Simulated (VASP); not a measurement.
Here is a VASP 6.6.1 calculation.

INCAR

```
SYSTEM = Zn
ALGO     = Normal         ! electronic algorithm
EDIFF    = 1E-6           ! SCF threshold, eV
ENCUT    = 520            ! plane-wave cutoff, eV
GGA      = PE             ! functional
ISIF     = 2              ! what is computed and relaxed
ISMEAR   = 0              ! smearing method
LASPH    = .True.         ! aspherical terms in the spheres
LCHARG   = .False.        ! write CHGCAR
LREAL    = .False.        ! projectors in reciprocal space
LWAVE    = .False.        ! write WAVECAR
NBANDS   = 12             ! bands
NELM     = 60             ! most SCF steps
PREC     = Accurate       ! precision mode
SIGMA    = 0.05           ! smearing width, eV
```

Contents of KPOINTS:

```
k-points
0
Gamma
  18 18 18
  0 0 0
```

File POSCAR:

```
Zn
1.0
   -1.5658907539      1.5658907539      1.5658907539
    1.5658907539     -1.5658907539      1.5658907539
    1.5658907539      1.5658907539     -1.5658907539
Zn
1
Direct
    0.0000000000      0.0000000000      0.0000000000
```

Potentials or basis: VASP PAW PBE potentials, release 64 (Zn).

Run with:

```bash
$ cat potpaw_PBE.64/Zn/POTCAR > POTCAR
$ mpirun -np 1 vasp_std > vasp.out
```

Task: Predict the band gap on the k mesh.

Result: None (metal or under the smearing width).

Task: Predict the pressure.

Result: 0.4 GPa.
